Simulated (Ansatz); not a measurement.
Level of theory: DFT PBE+D3(BJ), scalar-relativistic, plane waves, PAW in Ansatz 0.2.0. Settings: cutoff 420 eV, Γ-centred meshes spaced at most about 0.3 Å⁻¹, and about 0.25 Å⁻¹ or finer for metals (2π included), Gaussian smearing. No spin polarisation.

Each guess is relaxed in cell and atoms at zero pressure, on a coarse mesh first where it starts far from rest and then on a converged one. The steps can't lower the symmetry of the start, but it can rise. Energies are static (0 K, no zero-point motion).

Two unrelaxed guesses for HfB4:

Guess 1.

```
CELL_PARAMETERS angstrom
3.13811 0.00000 0.00000
-1.56906 2.71769 0.00000
0.00000 0.00000 12.59869
ATOMIC_POSITIONS crystal
Hf 0.33333 0.66667 0.75000
Hf 0.66667 0.33333 0.25000
B 0.66667 0.33333 0.62144
B 0.00000 0.00000 0.62144
B 0.66667 0.33333 0.87856
B 0.00000 0.00000 0.87856
B 0.33333 0.66667 0.12144
B 0.00000 0.00000 0.12144
B 0.33333 0.66667 0.37856
B 0.00000 0.00000 0.37856
```

Guess 2.

```
CELL_PARAMETERS angstrom
3.13811 0.00000 0.00000
-1.56906 2.71769 0.00000
0.00000 0.00000 6.29934
ATOMIC_POSITIONS crystal
Hf 0.00000 0.00000 0.00000
B 0.33333 0.66667 0.74288
B 0.66667 0.33333 0.74288
B 0.33333 0.66667 0.25712
B 0.66667 0.33333 0.25712
```

Question: Where do they end, and which end is lower?

Answer: Guess 2 ends lower, by 170 meV/atom. Guess 1: P6_3/mmc at 10.7 Å³/atom → P6_3/mmc at 9.0 Å³/atom; Guess 2: P6/mmm at 10.7 Å³/atom → P6/mmm at 8.8 Å³/atom. Counting B atoms around Hf (those within 1.25 times the shortest such distance or 1.15 times the sum of covalent radii, 1.27 where that leaves under three), the end of guess 1 and the end of guess 2 both have Hf 12. The end of guess 1 and the end of guess 2 both hold B–B nets. End of guess 1. Conventional cell: a = 3.120 Å, c = 10.722 Å. Hf has 6 B at 2.37 Å, 6 B at 2.52 Å and 6 Hf at 3.12 Å; B on its first site has 3 B at 1.82 Å and 3 Hf at 2.37 Å; B on its second site is surrounded by 4 B at 1.82–1.84 Å and 3 Hf at 2.52 Å. End of guess 2. Conventional cell: a = 3.088 Å, c = 5.300 Å. Around Hf lie 12 B at 2.46 Å and 6 Hf at 3.09 Å; around B lie 3 B at 1.78 Å, 1 B at 1.92 Å and 3 Hf at 2.46 Å.

Ends held by symmetry can be saddle points. These runs have no spin–orbit coupling, which can matter for Hf.
